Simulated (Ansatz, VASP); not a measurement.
**Two plane-wave programs on Sc**

File INCAR:

```
ALGO = Fast
EDIFF = 1E-7
ENCUT = 520
ISIF = 2
ISMEAR = 0
LASPH = True
LCHARG = False
LREAL = False
LWAVE = False
NBANDS = 12
NELM = 80
PREC = Accurate
SIGMA = 0.15
```

KPOINTS

```
k-points
0
Gamma
  20 20 20
```

The input POSCAR:

```
Sc
1.0
    0.0000000000      2.0228873710      2.8603627426
    2.0228873710      0.0000000000      2.8603627426
    2.0228873710      2.0228873710      0.0000000000
Sc
1
Direct
    0.0000000000      0.0000000000      0.0000000000
```

Input for Ansatz:

```yaml
crystal:
  lattice:
    - [0.0, 2.022887371, 2.8603627426]
    - [2.022887371, 0.0, 2.8603627426]
    - [2.022887371, 2.022887371, 0.0]
  atoms:
    - { symbol: Sc, position: [0.0, 0.0, 0.0] }
basis:
  ecutwfc: 420
kpoints:
  mp_grid: { grid: [20, 20, 20] }
hamiltonian:
  xc: lda
scf:
  occupations: { method: gaussian, width: 0.15 }
output:
  forces: true
  stress: true
  eigenvalues: true
```

Alike in both runs: task single point; functional LDA; k mesh 20 × 20 × 20; occupations gaussian, width 0.15 eV; no spin polarisation.

|  | VASP | Ansatz |
| --- | --- | --- |
| version | VASP 6.6.1 | Ansatz 0.2.0 |
| potentials or method | VASP PAW LDA potentials, release 64 (Sc_sv) | scalar-relativistic, plane waves, PAW |
| plane-wave cutoff (eV) | 520 | 420 |
| valence electrons in the cell | 11 | 11 |

VASP gave:

| Item | Value |
| --- | --- |
| gap on the k mesh at the Fermi level (eV) | none |
| pressure (GPa) | -2.3 |
| largest component of the traceless stress (GPa) | 10.07 |

Question: Estimate Ansatz's values.

Answer: gap on the k mesh at the Fermi level (eV): none; pressure (GPa): -2.3; largest component of the traceless stress (GPa): 10.06.

A gap of «none» marks a metal or a gap that the smearing closes.
